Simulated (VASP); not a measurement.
# BN: single point with PBE

Crystal: BN.

```
CELL_PARAMETERS angstrom
0.00000 1.81300 1.81300
1.81300 0.00000 1.81300
1.81300 1.81300 0.00000
ATOMIC_POSITIONS crystal
N 0.25000 0.25000 0.25000
B 0.00000 0.00000 0.00000
```

The cell is a database's computed one.

```yaml
Program: VASP 6.6.1
Task: single point
Functional: PBE
Potentials_or_basis: VASP PAW PBE potentials, release 64 (N, B)
Cutoff: 520 eV
k_mesh: 13 × 13 × 13
Occupations: gaussian, width 0.011 eV
Spin: no spin polarisation
Further_INCAR_settings: ALGO = Normal; EDIFF = 1e-06
```

The pressure is -0.2 GPa and the band gap on the k mesh is 4.52 eV, indirect (least direct gap 8.78 eV).

Levels at points of the mesh, in eV from the valence-band top:
```tsv
k point	band 2	band 3	band 4	band 5	band 6	band 7
(0.00, 0.00, 0.00)	0.00	0.00	0.00	8.78	8.78	8.78
```

It took 6.8 s on 1 thread of Intel(R) Xeon(R) Platinum 8259CL CPU @ 2.50GHz (Skylake/Cascade Lake), on a shared host, peak memory 0.12 GiB.

The gap isn't set beside the measured one, since this odd mesh misses points on the zone boundary.

Caveat: an odd mesh through Γ misses points on the zone boundary, where band edges often lie.
